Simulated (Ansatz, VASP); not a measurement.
**Re: VASP beside Ansatz**

```
Re
1.0
     0.00000    1.96167    1.96167
     1.96167    0.00000    1.96167
     1.96167    1.96167    0.00000
Re
1
Cartesian
  0.0000 0.0000 0.0000
```

Alike in both runs: task single point; functional PBEsol; k mesh 18 × 18 × 18; occupations gaussian, width 0.1 eV; no spin polarisation.

|  | VASP | Ansatz |
| --- | --- | --- |
| version | VASP 6.6.1 | Ansatz 0.2.0 |
| potentials or method | VASP PAW PBE potentials, release 64 (Re) | scalar-relativistic, plane waves, PAW |
| plane-wave cutoff (eV) | 520 | 420 |
| valence electrons in the cell | 7 | 15 |

Ansatz gave:

```
gap on the k mesh at the Fermi level (eV) : none
pressure (GPa)                            : -11.9
```

Question: Which values does VASP return?

Answer: gap on the k mesh at the Fermi level (eV): none; pressure (GPa): -12.2.

A gap of «none» marks a metal or a gap that the smearing closes. The two sets of potentials don't hold the same shells in valence.

Caveats: the PAW data sets were made with another functional, which shifts forces and pressure a little (VASP). The runs have no spin-orbit coupling, so splittings on Re are missing.
